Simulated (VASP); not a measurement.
# K (Cmcm) in VASP: a series of runs

One crystal, K, is run at these levels: PBE+D3(BJ); tasks: single point.

All numbers are computed with VASP 6.6.1; they aren't measurements. Logs are shortened: lines on timing, memory, paths and dates and some standing lists are left out, and cuts for length are marked.

## 1. Starting point

The structure is orthorhombic, space group Cmcm (No. 63). The conventional cell has a = 4.645 Å, b = 7.989 Å, c = 7.478 Å, α = 90.00°, β = 90.00°, γ = 90.00°.

This isn't the form of K at room conditions, which is bcc.

## 2. Single point, PBE+D3(BJ)

Input file INCAR:

```
SYSTEM = K
PREC = Accurate ; ENCUT = 520
EDIFF = 1E-6 ; ISMEAR = 0
SIGMA = 0.1 ; LREAL = .FALSE.
LASPH = .TRUE. ; NELM = 100
ALGO = Fast ; ISIF = 2
LWAVE = .FALSE. ; LCHARG = .TRUE.
GGA = PE ; IVDW = 12
LELF = .TRUE. ; LVHAR = .TRUE.
NBANDS = 16
```

Input file KPOINTS:

```
Automatic mesh
0
G
  10 10 6
  0 0 0
```

Input file POSCAR:

```
K
1.0
    2.3223796014     -3.9944792007      0.0000000000
    2.3223796014      3.9944792007      0.0000000000
    0.0000000000      0.0000000000      7.4776197609
K
2
Direct
    0.8327984899      0.1672015101      0.2500000000
    0.1672015101      0.8327984899      0.7500000000
```

Potentials or basis: VASP PAW PBE potentials, release 64 (K_sv).

Run with:

```
cat potpaw_PBE.64/K_sv/POTCAR > POTCAR
mpirun -np 1 vasp_std > vasp.out
```

OUTCAR:

```text
SYSTEM = K
   PREC = Accurate
   ENCUT = 520
   EDIFF = 1E-6
   ISMEAR = 0
   LREAL = .FALSE.
   LASPH = .TRUE.
   NELM = 100
   ISIF = 2
   GGA = PE
   IVDW = 12
 IVDW          = 12

 ion  position               nearest neighbor table
   1  0.833  0.167  0.250-
   2  0.167  0.833  0.750-

  LATTYP: Found a base centered orthorhombic cell.
 ALAT       =     4.6447592028
 B/A-ratio  =     1.7199940950
 C/A-ratio  =     1.6099047194

  Lattice vectors:

 A1 = (   2.3223796014,  -3.9944792007,   0.0000000000)
 A2 = (   2.3223796014,   3.9944792007,   0.0000000000)
 A3 = (   0.0000000000,   0.0000000000,   7.4776197609)

Analysis of symmetry for initial positions (statically):
=====================================================================
 Subroutine PRICEL returns:
 Original cell was already a primitive cell.

 Routine SETGRP: Setting up the symmetry group for a
 base centered orthorhombic supercell.

 Subroutine GETGRP returns: Found  8 space group operations
 (whereof  4 operations were pure point group operations)
 out of a pool of  8 trial point group operations.

The static configuration has the point symmetry C_2h.
 The point group associated with its full space group is D_2h.

Analysis of symmetry for dynamics (positions and initial velocities):
=====================================================================
 Subroutine PRICEL returns:
 Original cell was already a primitive cell.

 Routine SETGRP: Setting up the symmetry group for a
 base centered orthorhombic supercell.

 Subroutine GETGRP returns: Found  8 space group operations
 (whereof  4 operations were pure point group operations)
 out of a pool of  8 trial point group operations.

The dynamic configuration has the point symmetry C_2h.
 The point group associated with its full space group is D_2h.

 Subroutine INISYM returns: Found  8 space group operations
 (whereof  4 operations are pure point group operations),
 and found     1 'primitive' translations

----------------------------------------------------------------------------------------

                                     Primitive cell

  volume of cell :     138.7352

  direct lattice vectors                    reciprocal lattice vectors
     2.322379601 -3.994479201  0.000000000     0.215296414 -0.125172763  0.000000000
     2.322379601  3.994479201  0.000000000     0.215296414  0.125172763  0.000000000
     0.000000000  0.000000000  7.477619761     0.000000000  0.000000000  0.133732395

  length of vectors
     4.620531474  4.620531474  7.477619761     0.249039689  0.249039689  0.133732395

  position of ions in fractional coordinates (direct lattice)
     0.832798490  0.167201510  0.250000000
     0.167201510  0.832798490  0.750000000

  ion indices of the primitive-cell ions
   primitive index   ion index
                 1           1
                 2           2

----------------------------------------------------------------------------------------

 KPOINTS: Automatic mesh

Automatic generation of k-mesh.
 Grid dimensions read from file:
 generate k-points for:   10   10    6

 Generating k-lattice:

  Cartesian coordinates                     Fractional coordinates (reciprocal lattice)
     0.021529641 -0.012517276  0.000000000     0.100000000  0.000000000  0.000000000
     0.021529641  0.012517276  0.000000000     0.000000000  0.100000000  0.000000000
     0.000000000  0.000000000  0.022288733     0.000000000  0.000000000  0.166666667

  Length of vectors
     0.024903969  0.024903969  0.022288733

  Shift w.r.t. Gamma in fractional coordinates (k-lattice)
     0.000000000  0.000000000  0.000000000

 Subroutine IBZKPT returns following result:
 ===========================================

 Found    124 irreducible k-points:

 Following reciprocal coordinates:
            Coordinates               Weight
  0.000000  0.000000  0.000000      1.000000
  0.100000 -0.000000  0.000000      4.000000
  0.200000 -0.000000  0.000000      4.000000
  0.300000 -0.000000  0.000000      4.000000
  0.400000 -0.000000  0.000000      4.000000
  0.500000  0.000000  0.000000      2.000000
[... 16 lines left out ...]
  0.300000  0.300000  0.000000      2.000000
  0.400000  0.300000  0.000000      4.000000
 [... further k-points ...]
   k-points           NKPTS =    124   k-points in BZ     NKDIM =    124   number of bands    NBANDS=     16
   number of dos      NEDOS =    301   number of ions     NIONS =      2
   total plane-waves  NPLWV =  72576
   dimension x,y,z NGX =    36 NGY =   36 NGZ =   56
   dimension x,y,z NGXF=    72 NGYF=   72 NGZF=  112
   ions per type =               2
   NGX,Y,Z   is equivalent  to a cutoff of  12.95, 12.95, 12.45 a.u.
   NGXF,Y,Z  is equivalent  to a cutoff of  25.91, 25.91, 24.90 a.u.
 SYSTEM =  K
   PREC   = accura    normal or accurate (medium, high low for compatibility)
   ISTART =      0    job   : 0-new  1-cont  2-samecut
   ICHARG =      2    charge: 1-file 2-atom 10-const
   ISPIN  =      1    spin polarized calculation?
   LNONCOLLINEAR =      F non collinear calculations
   LSORBIT =      F    spin-orbit coupling
   LASPH  =      T    aspherical Exc in radial PAW
   ENCUT  =  520.0 eV  38.22 Ry    6.18 a.u.   8.59  8.59 13.90*2*pi/ulx,y,z
   NELM   =    100;   NELMIN=  2; NELMDL= -5     # of ELM steps
   EDIFF  = 0.1E-05   stopping-criterion for ELM
   LREAL  =      F    real-space projection
   EDIFFG = 0.1E-04   stopping-criterion for IOM
   NSW    =      0    number of steps for IOM
   IBRION =     -1    ionic relax: 0-MD 1-quasi-New 2-CG
   NFREE  =      0    steps in history (QN), initial steepest desc. (CG)
   ISIF   =      2    stress and relaxation
   ISYM   =      2    0-nonsym 1-usesym 2-fastsym
   POTIM  = 0.5000    time-step for ionic-motion
   TEBEG  =    0.0;   TEEND  =   0.0 temperature during run
   PSTRESS=    0.0 pullay stress
   NELECT =      18.0000    total number of electrons
   NUPDOWN=      -1.0000    fix difference up-down
   EMIN   =  10.00;   EMAX   =-10.00  energy-range for DOS
   EFERMI =   0.00;   METHOD = LEGACY
   ISMEAR =     0;   SIGMA  =   0.10  broadening in eV -4-tet -1-fermi 0-gaus
   EFERMI_NEDOS =   21; number of points for ismear=-14 and -15
   IALGO  =     68    algorithm
   IMIX   =      4    mixing-type and parameters
     AMIX     =   0.40;   BMIX     =  1.00
     AMIX_MAG =   1.60;   BMIX_MAG =  1.00
  volume/ion in A,a.u.               =      69.37       468.12
  Fermi-wavevector in a.u.,A,eV,Ry     =   0.828775  1.566158  9.345411  0.686868
  Thomas-Fermi vector in A             =   1.941209
   LORBIT       =      0    0 simple, 1 ext, 2 COOP (PROOUT), +10 PAW based schemes
   GGA     = PE    functional components
   LHFCALC =     F    Hartree Fock is set to
   AEXX    =    0.0000 exact exchange contribution
   IVDW    =    12    specifies the selected vdW correction
   LEPSILON=     F    determine dielectric tensor
   LRPA    =     F    only Hartree local field effects (RPA)
 non-spin polarized calculation
 RMM-DIIS sequential band-by-band and
 Gauss-broadening in eV      SIGMA  =   0.10
  energy-cutoff  :      520.00
  volume of cell :      138.74
 maximum number of plane-waves:      3765
 NGX is ok and might be reduce to    36
   NGX = 17   NGY = 17   NGZ = 27

 number of electron      17.9999997 magnetization

 Free energy of the ion-electron system (eV)
  ---------------------------------------------------
  ext. energy  EPLUGINS =         0.00000000
  ---------------------------------------------------
  free energy    TOTEN  =        -2.09346580 eV

  energy without entropy =       -2.08662650  energy(sigma->0) =       -2.09004615

 E-fermi :  -0.0008     XC(G=0):  -5.7934

 val. band max:       -0.0403898746   @ k =   0.5000   0.3000   0.3333
 cond. band min:       0.0150815367   @ k =   0.1000   0.1000   0.1667
 fundamental gap:      0.0554714113
 Fermi energy:        -0.0007524074

 k-point     1 :       0.0000    0.0000    0.0000
  band No.  band energies     occupation
      1     -32.0806      2.00000
      2     -32.0754      2.00000
      3     -15.6105      2.00000
      4     -15.5390      2.00000
      5     -15.5386      2.00000
      6     -15.5269      2.00000
[... 8 lines left out ...]
     15       4.5349      0.00000
     16       4.5757      0.00000

 k-point     2 :       0.1000   -0.0000    0.0000
  band No.  band energies     occupation
      1     -32.0802      2.00000
      2     -32.0752      2.00000
      3     -15.6079      2.00000
      4     -15.5446      2.00000
      5     -15.5406      2.00000
      6     -15.5328      2.00000
[... 8 lines left out ...]
     15       4.5058      0.00000
     16       4.6745      0.00000

 k-point     3 :       0.2000   -0.0000    0.0000
  band No.  band energies     occupation
      1     -32.0791      2.00000
      2     -32.0748      2.00000
      3     -15.6006      2.00000
      4     -15.5595      2.00000
      5     -15.5479      2.00000
      6     -15.5452      2.00000
[... 8 lines left out ...]
     15       4.3841      0.00000
     16       4.5878      0.00000

 k-point     4 :       0.3000   -0.0000    0.0000
  band No.  band energies     occupation
      1     -32.0777      2.00000
      2     -32.0743      2.00000
      3     -15.5901      2.00000
      4     -15.5781      2.00000
      5     -15.5661      2.00000
      6     -15.5507      2.00000
[... 8 lines left out ...]
     15       4.2893      0.00000
     16       4.6547      0.00000

 k-point     5 :       0.4000   -0.0000    0.0000
  band No.  band energies     occupation
      1     -32.0764      2.00000
      2     -32.0741      2.00000
      3     -15.5933      2.00000
      4     -15.5805      2.00000
      5     -15.5794      2.00000
      6     -15.5551      2.00000
[... 8 lines left out ...]
     15       4.1093      0.00000
     16       4.9617      0.00000

 k-point     6 :       0.5000    0.0000    0.0000
  band No.  band energies     occupation
      1     -32.0758      2.00000
      2     -32.0741      2.00000
      3     -15.5992      2.00000
      4     -15.5859      2.00000
      5     -15.5739      2.00000
      6     -15.5567      2.00000
[... 8 lines left out ...]
     15       4.0471      0.00000
     16       5.1223      0.00000

 k-point     7 :       0.1000    0.1000    0.0000
  band No.  band energies     occupation
      1     -32.0795      2.00000
      2     -32.0749      2.00000
      3     -15.6029      2.00000
      4     -15.5533      2.00000
      5     -15.5476      2.00000
      6     -15.5396      2.00000
[... 8 lines left out ...]
     15       4.4589      0.00000
     16       4.5692      0.00000

 k-point     8 :       0.2000    0.1000    0.0000
  band No.  band energies     occupation
      1     -32.0782      2.00000
      2     -32.0745      2.00000
      3     -15.5940      2.00000
      4     -15.5685      2.00000
      5     -15.5613      2.00000
      6     -15.5477      2.00000
[... 8 lines left out ...]
     15       4.1786      0.00000
     16       4.6257      0.00000

 k-point     9 :       0.3000    0.1000    0.0000
  band No.  band energies     occupation
      1     -32.0768      2.00000
      2     -32.0741      2.00000
      3     -15.5853      2.00000
      4     -15.5831      2.00000
      5     -15.5745      2.00000
      6     -15.5553      2.00000
[... 8 lines left out ...]
     15       3.9419      0.00000
     16       4.6526      0.00000
[... 172 lines left out ...]
 k-point    19 :       0.5000    0.2000    0.0000
  band No.  band energies     occupation
      1     -32.0758      2.00000
      2     -32.0740      2.00000
      3     -15.5889      2.00000
      4     -15.5806      2.00000
      5     -15.5740      2.00000
      6     -15.5624      2.00000
[... 8 lines left out ...]
     15       3.3650      0.00000
     16       4.3073      0.00000

 k-point    20 :      -0.4000    0.2000    0.0000
  band No.  band energies     occupation
      1     -32.0769      2.00000
      2     -32.0741      2.00000
      3     -15.5843      2.00000
      4     -15.5781      2.00000
      5     -15.5771      2.00000
      6     -15.5538      2.00000
[... 8 lines left out ...]
     15       3.5810      0.00000
     16       4.6137      0.00000

 k-point    21 :      -0.3000    0.2000    0.0000
  band No.  band energies     occupation
      1     -32.0781      2.00000
      2     -32.0744      2.00000
      3     -15.5938      2.00000
      4     -15.5694      2.00000
      5     -15.5624      2.00000
      6     -15.5479      2.00000
[... 8 lines left out ...]
     15       4.1588      0.00000
     16       4.5813      0.00000

 k-point    22 :      -0.2000    0.2000    0.0000
  band No.  band energies     occupation
      1     -32.0791      2.00000
      2     -32.0748      2.00000
      3     -15.6005      2.00000
      4     -15.5596      2.00000
      5     -15.5482      2.00000
      6     -15.5458      2.00000
[... 8 lines left out ...]
     15       4.3301      0.00000
     16       4.5340      0.00000

 k-point    23 :       0.3000    0.3000    0.0000
  band No.  band energies     occupation
      1     -32.0749      2.00000
      2     -32.0742      2.00000
      3     -15.5875      2.00000
      4     -15.5773      2.00000
      5     -15.5717      2.00000
      6     -15.5647      2.00000
[... 8 lines left out ...]
     15       3.0664      0.00000
     16       4.1427      0.00000

 k-point    24 :       0.4000    0.3000    0.0000
  band No.  band energies     occupation
      1     -32.0749      2.00000
      2     -32.0742      2.00000
      3     -15.5884      2.00000
      4     -15.5783      2.00000
      5     -15.5712      2.00000
      6     -15.5645      2.00000
[... 8 lines left out ...]
     15       3.0730      0.00000
     16       4.1428      0.00000

 [... further k-points ...]

------------------------ aborting loop because EDIFF is reached ----------------------------------------

 Edisp (eV)   -0.24006

 E8    (eV) :    -0.1291

  FORCE on cell =-STRESS in cart. coord.  units (eV):
  Direction    XX          YY          ZZ          XY          YZ          ZX
  --------------------------------------------------------------------------------------
  -------------------------------------------------------------------------------------
  Total      -0.03635    -0.01230    -0.01507     0.00000     0.00000     0.00000
  in kB      -0.41978    -0.14205    -0.17405     0.00000     0.00000     0.00000
  external pressure =       -0.25 kB  Pullay stress =        0.00 kB

 VOLUME and BASIS-vectors are now :
 -----------------------------------------------------------------------------
  energy-cutoff  :      520.00
  volume of cell :      138.74
      direct lattice vectors                 reciprocal lattice vectors
     2.322379601 -3.994479201  0.000000000     0.215296414 -0.125172763  0.000000000
     2.322379601  3.994479201  0.000000000     0.215296414  0.125172763  0.000000000
     0.000000000  0.000000000  7.477619761     0.000000000  0.000000000  0.133732395

 POSITION                                       TOTAL-FORCE (eV/Angst)
 -----------------------------------------------------------------------------------
      2.32238     -2.65871      1.86940         0.000000      0.001431     -0.000000
      2.32238      2.65871      5.60821         0.000000     -0.001431      0.000000
 -----------------------------------------------------------------------------------
    total drift:                                0.000000      0.000000     -0.000000

  FREE ENERGIE OF THE ION-ELECTRON SYSTEM (eV)
  ---------------------------------------------------
  free  energy   TOTEN  =        -2.3335267587 eV

  energy  without entropy=       -2.3266874633  energy(sigma->0) =       -2.33010711
```

Wall time 3.8 min (1 thread of Intel Xeon Platinum 8259CL at 2.50GHz (Skylake/Cascade Lake), shared host); peak memory 0.4 GiB.

What came out:

| Item | Value |
| --- | --- |
| Free energy | -2.3335 eV |
| Pressure | 0.0 GPa |
| Band gap on the k mesh | none (metal or under the smearing width) |
| Dispersion energy per atom | -0.120 eV |

Caveat: pairwise dispersion overbinds metals, which lowers pressure and volume.

## 3. Single point, PBE+D3(BJ)

Input file INCAR:

```
SYSTEM = K
ALGO = Fast
EDIFF = 1E-6
ENCUT = 520
GGA = PE
ISIF = 2
ISMEAR = 0
IVDW = 12
LASPH = .TRUE.
LCHARG = .TRUE.
LELF = .TRUE.
LREAL = .FALSE.
LVHAR = .TRUE.
LWAVE = .FALSE.
NBANDS = 16
NELM = 100
PREC = Accurate
SIGMA = 0.1
```

Input file KPOINTS:

```
k-points
0
G
  10 10 6
  0 0 0
```

POSCAR is that of step 2.

Potentials or basis: VASP PAW PBE potentials, release 64 (K_sv).

Run with:

```
cat potpaw_PBE.64/K_sv/POTCAR > POTCAR
mpirun -np 1 vasp_std > vasp.out
```

It took 2.4 min on 1 thread of AMD EPYC 9R45 (Zen 5), shared host; peak memory 0.36 GiB.

It converged, with:

| Item | Value |
| --- | --- |
| Free energy | -2.3335 eV |
| Pressure | 0.0 GPa |
| Band gap on the k mesh | none (metal or under the smearing width) |
| Dispersion energy per atom | -0.120 eV |

Levels at points of the mesh, in eV from the Fermi level:
```
           k point  band 5  band 6  band 7  band 8  band 9  band 10  band 11  band 12  band 13  band 14
(0.00, 0.00, 0.00)  -15.54  -15.53  -15.53  -15.53   -2.23     0.37     0.62     4.10     4.16     4.28
(0.50, 0.00, 0.00)  -15.57  -15.56  -15.55  -15.54    0.12     0.25     1.65     1.98     2.39     2.88
(0.50, 0.50, 0.00)  -15.57  -15.56  -15.55  -15.54    0.14     0.27     1.66     1.98     2.42     2.90
(0.00, 0.00, 0.50)  -15.53  -15.53  -15.53  -15.53   -1.47    -1.47     2.85     2.85     4.14     4.14
(0.50, 0.00, 0.50)  -15.55  -15.55  -15.55  -15.55    0.62     0.62     0.90     0.90     3.13     3.13
(0.50, 0.50, 0.50)  -15.55  -15.55  -15.55  -15.55    0.64     0.64     0.92     0.92     3.13     3.13
```

Caveat: pairwise dispersion overbinds metals, which lowers pressure and volume.

(Part 1 of 2 ends here.)
